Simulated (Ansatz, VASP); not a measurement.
**Si: VASP beside Ansatz**

Contents of INCAR:

```
SYSTEM = Si
PREC     = Accurate       ! precision mode
ENCUT    = 520            ! plane-wave cutoff, eV
EDIFF    = 1E-7           ! SCF threshold, eV
ISMEAR   = 0              ! smearing method
SIGMA    = 0.1            ! smearing width, eV
LREAL    = .FALSE.        ! projectors in reciprocal space
LASPH    = .TRUE.         ! aspherical terms in the spheres
NELM     = 80             ! most SCF steps
ALGO     = Normal         ! electronic algorithm
ISIF     = 2              ! what is computed and relaxed
LWAVE    = .FALSE.        ! write WAVECAR
LCHARG   = .TRUE.         ! write CHGCAR
LDIPOL   = .TRUE.       
IDIPOL   = 3            
DIPOL    = 0.5 0.5 0.364
GGA      = PE             ! functional
IVDW     = 12             ! dispersion correction
LELF     = .TRUE.         ! ELF
LVHAR    = .TRUE.       
LVACPOTAV= .TRUE.       
NBANDS   = 16             ! bands
```

The input KPOINTS:

```
Automatic mesh
0
G
  9 9 1
  0 0 0
```

Contents of POSCAR:

```
Si
1.0
    3.8472023583      0.0000000000      0.0000000000
   -1.9236011791      3.3317749758      0.0000000000
    0.0000000000      0.0000000000     18.4446971457
Si
4
Direct
    0.3333333333      0.6666666667      0.2695814701
    0.6666666667      0.3333333333      0.2439725610
    0.7777777778      0.2222222222      0.4849468156
    1.1111111111     -0.1111111111      0.4593379065
```

Input for Ansatz:

```yaml
crystal:
  lattice:
    - [3.8472023583, 0.0, 0.0]
    - [-1.9236011791, 3.3317749758, 0.0]
    - [0.0, 0.0, 18.4446971457]
  atoms:
    - { symbol: Si, position: [0.3333333333, 0.6666666667, 0.2695814701] }
    - { symbol: Si, position: [0.6666666667, 0.3333333333, 0.243972561] }
    - { symbol: Si, position: [0.7777777778, 0.2222222222, 0.4849468156] }
    - { symbol: Si, position: [1.1111111111, -0.1111111111, 0.4593379065] }
basis:
  ecutwfc: 420
kpoints:
  mp_grid: { grid: [9, 9, 1] }
hamiltonian:
  xc: pbe
  dispersion: d3bj
scf:
  occupations: { method: gaussian, width: 0.1 }
output:
  forces: true
  eigenvalues: true
efield:
  axis: 3
  dipole_correction: true
  ramp_width: 0.04
```

Alike in both runs: task single point; functional PBE; dispersion D3(BJ); k mesh 9 × 9 × 1; occupations gaussian, width 0.1 eV; no spin polarisation.

|  | VASP | Ansatz |
| --- | --- | --- |
| version | VASP 6.6.1 | Ansatz 0.2.0 |
| potentials or method | VASP PAW PBE potentials, release 64 (Si) | scalar-relativistic, plane waves, PAW |
| plane-wave cutoff (eV) | 520 | 420 |
| valence electrons in the cell | 16 | 16 |

Ansatz gave:

| Quantity | Value |
| --- | --- |
| gap on the k mesh at the Fermi level (eV) | 0.32 |
| least direct gap on the mesh (eV) | 0.36 |
| rms of the force components (eV/Å) | 0.089 |

Question: Estimate VASP's values.

Answer: gap on the k mesh at the Fermi level (eV): 0.32; least direct gap on the mesh (eV): 0.36; rms of the force components (eV/Å): 0.086.

Atom by atom the forces differ by 0.004 eV/Å (rms over components).
